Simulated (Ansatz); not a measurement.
**Structure types of Cr compared at 0.8 GPa**

Structure types of Cr are relaxed in primitive cells with their symmetry kept at 0.8 GPa, first on PAW files, then by LAPW. The enthalpy is E + pV at zero temperature, without zero-point motion. Only the types listed were tried, and differences under about 5 meV/atom are mesh noise. Not among the end structures: fcc, which may lie lower.

All numbers are PBE results (scalar-relativistic) from Ansatz 0.2.0, with Fermi–Dirac smearing of 0.08 eV, spin-polarised from start moments Cr 2 μB. Methods: LAPW: all electrons, basis error target 0.5 meV/atom; PAW: frozen-core files, cutoff 420 eV.

k meshes: bcc 19×19×19, hcp 17×17×9, beta tin 18×18×18, simple hexagonal 18×18×16, sc 16×16×16.

Antiferromagnetic order, which Cr and Mn prefer near zero pressure, wasn't tried. The start moments died away, and the runs ended non-magnetic.

**Question.** Which type is lowest in enthalpy, and by how much?

**Answer.** bcc, 409 meV/atom below hcp. The whole table:

```
      start type                   ends as          a, b, c (Å)  V (Å³/atom)  H − H(lowest), LAPW (meV/atom)  same, PAW  moment (μB/atom)
             bcc                bcc, Im-3m  2.845, 2.845, 2.845        11.52                             0.0        0.0              0.00
             hcp             hcp, P6_3/mmc  2.484, 2.484, 4.445        11.88                           408.8      407.8              0.00
        beta tin        beta tin, I4_1/amd  4.493, 4.493, 2.437        12.30                           741.3      739.9              0.00
simple hexagonal  simple hexagonal, P6/mmm  2.515, 2.515, 2.235        12.25                           764.4      762.6              0.00
              sc                 sc, Pm-3m  2.338, 2.338, 2.338        12.77                          1033.5     1031.8              0.00
```
